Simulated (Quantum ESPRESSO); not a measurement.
# CuCl2 under changes of volume

One of the cells (29.413 Å³/atom); the others are scaled copies at fixed shape and fractional positions:

```
Cu Cl
1.0
     4.52065    0.00000    0.00000
     0.00000    4.52065    0.00000
     0.00000    0.00000    4.31771
Cu Cl
1 2
Direct
  0.00000 0.00000 0.00000
  0.00000 0.50000 0.00000
  0.50000 0.00000 0.00000
```

Measurements of this composition are mostly on another form, of space group No. 12.

| Quantity | Value |
| --- | --- |
| Program | Quantum ESPRESSO 7.5 |
| Functional | LDA |
| Potentials or basis | GBRV 1.5 LDA |
| Cutoff | 762 eV |
| Density cutoff | 6095 eV |
| k mesh | 6 × 6 × 6 |
| Occupations | fermi-dirac, width 0.05 eV |
| Spin | no spin polarisation |

```tsv
volume (Å³/atom)	energy over the lowest point (meV/atom)	pressure (GPa)
27.648	0.00	-1.2
28.236	5.61	-2.0
28.824	13.99	-2.7
29.413	24.79	-3.3
30.001	?	?
30.589	52.60	-4.4
31.177	69.08	-4.8
```

**Question.** What does the run at 30.001 Å³/atom give?

**Answer.** Energy over the lowest point 37.75 meV/atom; pressure -3.9 GPa.

Worked out: A Birch-Murnaghan fit of order 3 (a polynomial in V^(-2/3)) to the other rows has its minimum at 26.93 Å³/atom, just outside them, with B0 = V·E''(V) = 46 GPa and B' = 4.8 at fixed shape and positions, which overstates the stiffness. It gives 37.75 meV/atom at 30.001 Å³/atom, against the run's 37.75, and -dE/dV = -3.8 GPa, against -3.9.

Energies are extrapolated to zero smearing.

Caveats: an odd number of electrons without spin polarisation forces a metal; a magnetic or distorted state may lie lower; the run has no spin polarisation, though such a crystal can be magnetic.
